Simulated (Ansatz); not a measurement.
The system is CdSe.

```
Cd Se
1.0
     0.00000    3.21669    3.21669
     3.21669    0.00000    3.21669
     3.21669    3.21669    0.00000
Cd Se
1 1
Direct
  0.00000 0.00000 0.00000
  0.25000 0.25000 0.25000
```

Measurements of this composition are mostly on another form, of space group No. 186.

The cell isn't the ideal one: volume scaled by 1.15.

| Property | Result |
| --- | --- |
| Program | Ansatz 0.2.0 |
| Task | relaxation of cell and atoms |
| Functional | BPBE |
| Dispersion | D3(BJ)-ATM |
| Potentials or basis | Ansatz PAW earlier set |
| Cutoff | 580 eV (not typed: the program's choice for these potentials) |
| k mesh | 8 × 8 × 8 |
| Occupations | gaussian, width 0.02 eV |
| Spin | collinear spin, random start |
| Starting moments | [-0.6, 0.0] μB |

At the start: volume 33.28 Å³/atom.

Q: How do energy, volume and symmetry change on relaxing?

A: It ends after 6 steps and the volume is 27.12 Å³/atom (-18.5 %); space group F-43m (No. 216, to 0.05 Å); moment 0.00 μB per cell.

The path:
| step | energy change (eV) | largest force (eV/Å) | volume (Å³) |
| --- | --- | --- | --- |
| 1 | 0.0000 | 0.0000 | 66.57 |
| 2 | -0.3108 | 0.0000 | 57.30 |
| 3 | -0.3309 | 0.0000 | 52.73 |
| 4 | -0.3388 | 0.0000 | 54.30 |
| 5 | -0.3388 | 0.0000 | 54.24 |
| 6 | -0.3386 | 0.0000 | 54.24 |

Final structure:
```
Cd Se
1.0
     0.00000    3.00438    3.00438
     3.00438    0.00000    3.00438
     3.00438    3.00438    0.00000
Cd Se
1 1
Cartesian
  0.0000 0.0000 0.0000
  1.5022 1.5022 1.5022
```

Caveat: the plane-wave basis is chosen anew once the cell has moved, so the energies of steps on either side of that aren't comparable; the PAW data sets come from PBE, with cores solved anew for the run's functional, which leaves a small shift of forces and pressure; the dispersion damping was fitted for another functional or another form of the correction; the starting moments weren't kept.
